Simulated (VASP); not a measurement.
Runs of VASP 6.6.1 on SnSe2. Symmetry: P-3m1, No. 164, trigonal system. Conventional cell: a = 3.811 Å, b = 3.811 Å, c = 6.136 Å, α = 90.00°, β = 90.00°, γ = 120.00°. Around Sn (site symmetry -3m) lie 6 Se at 2.68 Å. Around Se (site symmetry 3m) lie 3 Sn at 2.68 Å. 

```csv
task,level,spin,k mesh,smearing,mesh quality,gap on the mesh (eV),pressure (GPa),largest force (eV/Å)
band structure,r2SCAN,off,8 × 8 × 5,fermi-dirac 0.05 eV,not flagged,(a),3.6,0.53
band structure,SCAN,"SOC, no magnetisation",5 × 5 × 3,fermi-dirac 0.05 eV,coarse,-,3.6,0.50
single point,PBE,off,8 × 8 × 5,gaussian 0.012 eV,not flagged,0.81,5.6,(b)
band structure,r2SCAN,"SOC, no magnetisation",5 × 5 × 3,fermi-dirac 0.05 eV,coarse,-,3.8,0.50
band structure,SCAN,off,8 × 8 × 5,fermi-dirac 0.05 eV,not flagged,1.05,3.4,0.53
```

Alike in all rows: potentials or basis VASP PAW PBE potentials, release 64 (Sn_d, Se); cell as given; cutoff (eV) 520.

Q: Estimate the missing entries.

A: (a) 1.10; (b) 0.80.

Caveats: some runs use coarse meshes; the PAW data sets were made with another functional, which shifts forces and pressure a little (some runs); spin-orbit coupling is left out, which moves the levels of the heavy elements (some runs); an odd mesh through Γ misses points on the zone boundary, where band edges often lie (some runs); this functional lacks dispersion, which binds the layers, so the pressure and a relaxed spacing across them are unreliable (some runs).

A k mesh can miss the band edges, and rows without SOC leave out spin-orbit coupling on Se, Sn.
